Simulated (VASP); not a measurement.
## AlN: relaxation of cell and atoms with PBE

The system is AlN.

```
Al N
1.0
     3.11100    0.00000    0.00000
    -1.55550    2.69421    0.00000
     0.00000    0.00000    4.97800
Al N
2 2
Cartesian
  0.0000 1.7961 0.0000
  1.5555 0.8981 2.4890
  0.0000 1.7961 1.9165
  1.5555 0.8981 4.4055
```

* Program: VASP 6.6.1
* Task: relaxation of cell and atoms
* Functional: PBE
* Potentials or basis: VASP PAW PBE potentials, release 64 (Al, N)
* Cutoff: 600 eV
* k mesh: 12 × 12 × 6
* Occupations: gaussian, width 0.02 eV
* Spin: no spin polarisation
* Dipole correction: no
* Further INCAR settings: ALGO = Fast; EDIFF = 1e-07; IBRION = 2; EDIFFG = -0.005; NSW = 100; ISIF = 3

The relaxed volume is 10.62 Å³/atom, the relaxed cell is a = 3.128 Å, b = 3.128 Å, c = 5.015 Å, α = 90.00°, β = 90.00°, γ = 120.00° and the space group after relaxing (to 0.05 Å) is P6_3mc (No. 186). The energy gained by relaxing is 2.9 meV/atom. The ionic steps are 8. The pressure after relaxing is 0.0 GPa and the band gap on the k mesh is 4.06 eV, direct.

Step by step:
| step | energy change (eV) | largest force (eV/Å) | pressure (GPa) | volume (Å³) |
| --- | --- | --- | --- | --- |
| 1 | 0.0000 | 0.1815 | 3.66 | 41.72 |
| 2 | -0.0028 | 0.0748 | -3.04 | 43.18 |
| 3 | -0.0108 | 0.0408 | -0.06 | 42.50 |
| 4 | -0.0113 | 0.0225 | -0.05 | 42.50 |
| 5 | -0.0115 | 0.0009 | -0.03 | 42.51 |
| 6 | -0.0115 | 0.0041 | -0.04 | 42.51 |
| 7 | -0.0115 | 0.0041 | 0.03 | 42.49 |
| 8 | -0.0115 | 0.0003 | 0.00 | 42.50 |

Final structure:
```cif
data_structure
_symmetry_space_group_name_H-M 'P 1'
_symmetry_Int_Tables_number 1
_cell_length_a 3.1281
_cell_length_b 3.1281
_cell_length_c 5.0151
_cell_angle_alpha 90.000
_cell_angle_beta 90.000
_cell_angle_gamma 120.000
_cell_volume 42.50
loop_
_atom_site_label
_atom_site_type_symbol
_atom_site_fract_x
_atom_site_fract_y
_atom_site_fract_z
_atom_site_occupancy
Al1 Al 0.33333 0.66667 0.00174 1
Al2 Al 0.66667 0.33333 0.50174 1
N1 N 0.33333 0.66667 0.38326 1
N2 N 0.66667 0.33333 0.88326 1
```

Levels at points of the mesh, in eV from the valence-band top:
| k point | band 4 | band 5 | band 6 | band 7 | band 8 | band 9 | band 10 | band 11 | band 12 |
| --- | --- | --- | --- | --- | --- | --- | --- | --- | --- |
| (0.00, 0.00, 0.00) | -0.85 | -0.85 | -0.20 | -0.20 | 0.00 | 4.06 | 6.53 | 10.47 | 11.04 |
| (0.50, 0.00, 0.00) | -4.13 | -3.30 | -2.06 | -1.75 | -0.68 | 5.77 | 5.77 | 8.04 | 10.16 |
| (0.00, 0.00, 0.50) | -3.30 | -0.53 | -0.53 | -0.53 | -0.53 | 6.33 | 6.33 | 10.18 | 10.18 |
| (0.50, 0.00, 0.50) | -5.53 | -1.44 | -1.44 | -1.35 | -1.35 | 5.25 | 5.25 | 9.15 | 9.15 |

Run time: 2.7 min on 1 thread of Intel(R) Xeon(R) Platinum 8488C (Sapphire Rapids) (shared host), peak memory 0.2 GiB.

A k mesh can miss the band edges. Zero-point motion and thermal expansion aren't in these numbers.
